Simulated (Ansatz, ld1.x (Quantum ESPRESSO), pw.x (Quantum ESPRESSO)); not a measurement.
## lanthanum (La): does the RRKJ potential hold in the solid?

```json
{
 "Element": "La (Z = 57)",
 "Generator": "ld1.x (Quantum ESPRESSO) 7.5",
 "Type": "norm-conserving RRKJ (Kleinman–Bylander form)",
 "Functional": "PBE",
 "Relativity": "scalar-relativistic",
 "Frozen core": "[Xe]",
 "Valence charge": "3",
 "Reference configuration": "4f0 5d1 6s2 6p0",
 "Partial waves": "6p (bound, empty): rc 4.05 bohr; 5d (bound): rc 2.80 bohr; 4f (bound, empty): rc 1.00 bohr; 6s (bound): rc 3.40 bohr",
 "Local potential": "the s channel",
 "Core correction": "none",
 "rho0": "0.001"
}
```

Crystal test: fcc La in pw.x 7.5, no spin, 11³ k-points, Fermi–Dirac smearing 0.01 Ry, cutoffs 35/140 Ry. The reference is all-electron LAPW (Ansatz 0.2.0) with the same functional, mesh and smearing; V0 and B0 come from Birch–Murnaghan fits to the pressures at five volumes. Errors are pseudo minus all-electron; Δ is the rms difference of the E(V) curves that follow from these fits, minima aligned, over ±6 % about the mean V0. Mesh and smearing are coarse, so the numbers serve the comparison and aren't converged zero-temperature values; the lattice is a test structure that the element need not adopt.

| V (Å³/atom) | P all-electron (GPa) | P pseudo (GPa) |
| --- | --- | --- |
| 35.141 | 1.54 | 6.01 |
| 36.065 | 0.81 | 4.97 |
| 36.990 | 0.14 | 4.02 |
| 37.915 | -0.46 | 3.15 |
| 38.840 | -1.01 | 2.35 |

All-electron: a0 = 5.299 Å (V0 = 37.20 Å³/atom), B0 = 25.0 GPa.

Pseudopotential: mean pressure error (GPa): +3.90. The pressure does not cross zero within the volumes sampled, so no fit is given. The largest radius (4.05 bohr) exceeds half the bond length (3.53 bohr), so the spheres overlap, which is one possible source of error among others. This is a poor potential for the solid. Atomic configuration tests: 1 of 7 tests not solved or not reliable.

Task: At the middle volume, how do free energy and pressure move when the wave cutoff is lowered (ecutrho kept at four times it)?

Result:

```
cutoff (Ry)  shift of F (meV/atom)  shift of P (GPa)
         16                   +7.5             +0.02
         21                   +2.6             -0.01
         28                   +1.0             +0.02
```

Input at the middle volume:

```
&control
  calculation='scf', prefix='x', pseudo_dir='./', outdir='./tmp', tstress=.true., disk_io='none'
/
&system
  ibrav=0, nat=1, ntyp=1, ecutwfc=35, ecutrho=140, nbnd=8,
  occupations='smearing', smearing='fd', degauss=0.01
/
&electrons
  conv_thr=1e-09, mixing_beta=0.4, electron_maxstep=70
/
ATOMIC_SPECIES
La 1.0 La.UPF
CELL_PARAMETERS angstrom
  0.00000000 2.64454795 2.64454795
  2.64454795 0.00000000 2.64454795
  2.64454795 2.64454795 0.00000000
ATOMIC_POSITIONS crystal
La 0.0000 0.0000 0.0000
K_POINTS automatic
11 11 11 0 0 0
```

```bash
pw.x < La.scf.in > La.scf.out
```

Lines of the output:

```
Message from routine setup:
     using ibrav=0 with symmetry is DISCOURAGED, use correct ibrav instead
     lattice parameter (alat)  =       7.0675  a.u.
     unit-cell volume          =     249.6209 (a.u.)^3
     number of electrons       =         3.00
     number of Kohn-Sham states=            8
     kinetic-energy cutoff     =      35.0000  Ry
     charge density cutoff     =     140.0000  Ry
     scf convergence threshold =      1.0E-09
     Exchange-correlation= PBE
     number of k points=    56  Fermi-Dirac smearing, width (Ry)=  0.0100
     iteration #  1     ecut=    35.00 Ry     beta= 0.40
     total energy              =      -2.88350744 Ry
     estimated scf accuracy    <       0.00121654 Ry
     iteration #  2     ecut=    35.00 Ry     beta= 0.40
     total energy              =      -2.88360440 Ry
     estimated scf accuracy    <       0.00042282 Ry
     iteration #  3     ecut=    35.00 Ry     beta= 0.40
     total energy              =      -2.88362821 Ry
     estimated scf accuracy    <       0.00000200 Ry
     iteration #  4     ecut=    35.00 Ry     beta= 0.40
     total energy              =      -2.88362983 Ry
     estimated scf accuracy    <       0.00000024 Ry
     iteration #  5     ecut=    35.00 Ry     beta= 0.40
     total energy              =      -2.88362986 Ry
     estimated scf accuracy    <       0.00000005 Ry
     iteration #  6     ecut=    35.00 Ry     beta= 0.40
     total energy              =      -2.88362987 Ry
     estimated scf accuracy    <          1.9E-09 Ry
     iteration #  7     ecut=    35.00 Ry     beta= 0.40
     the Fermi energy is     4.9791 ev
!    total energy              =      -2.88362987 Ry
     estimated scf accuracy    <          4.7E-11 Ry
     smearing contrib. (-TS)   =      -0.00638867 Ry
     The total energy is F=E-TS. E is the sum of the following terms:
     one-electron contribution =       2.50561315 Ry
     hartree contribution      =       0.00271861 Ry
     xc contribution           =      -1.25710915 Ry
     ewald contribution        =      -4.12846381 Ry
     convergence has been achieved in   7 iterations
          total   stress  (Ry/bohr**3)                   (kbar)     P=       40.21
     Message from routine punch:
     Nothing written, as per user request (disk_io='none')
```

The run at the middle volume (56 k-points, 7 iterations) took about 4.7 s on one core of a shared host (Neoverse-V2, 192 threads, 1485 GiB, load 32).
